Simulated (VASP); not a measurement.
Write the native input for VASP 6.6.1 that does the following.

| Property | Result |
| --- | --- |
| Task | single point |
| Functional | LDA |
| Potentials or basis | VASP PAW LDA potentials, release 64 (Al, P) |
| Cutoff | 520 eV |
| k mesh | 6 × 6 × 6 |
| Occupations | gaussian, width 0.05 eV |
| Spin | no spin polarisation |
| Dipole correction | no |
| Further INCAR settings | ALGO = Fast; EDIFF = 1e-06; NBANDS = 11 |

The structure of AlP lies in POSCAR:

```
AlP
1.0
    0.0000000000      2.7174560324      2.7174560324
    2.7174560324      0.0000000000      2.7174560324
    2.7174560324      2.7174560324      0.0000000000
Al P
1 1
Direct
    0.0000000000      0.0000000000      0.0000000000
    0.2500000000      0.2500000000      0.2500000000
```

The cell was built by a generator and isn't the measured one.

One way to write it, as run:

INCAR

```
PREC = Accurate
ENCUT = 520
EDIFF = 1E-6
ISMEAR = 0
SIGMA = 0.05
LREAL = False
LASPH = True
NELM = 80
ALGO = Fast
ISIF = 2
LWAVE = False
LCHARG = False
NBANDS = 11
```

KPOINTS

```
Automatic mesh
0
Gamma
  6 6 6
```

Potentials or basis: VASP PAW LDA potentials, release 64 (Al, P).

The run is started by

```console
$ cat potpaw_LDA.64/Al/POTCAR potpaw_LDA.64/P/POTCAR > POTCAR
$ mpirun -np 1 vasp_std > vasp.out
```

It gave:

* Pressure: 0.0 GPa
* Band gap on the k mesh: 1.41 eV, indirect (least direct gap 3.23 eV)

It used 7.8 s of CPU time on 1 thread of Intel(R) Xeon(R) Platinum 8559C (Emerald Rapids), with other jobs on the host, which was overloaded at the time.
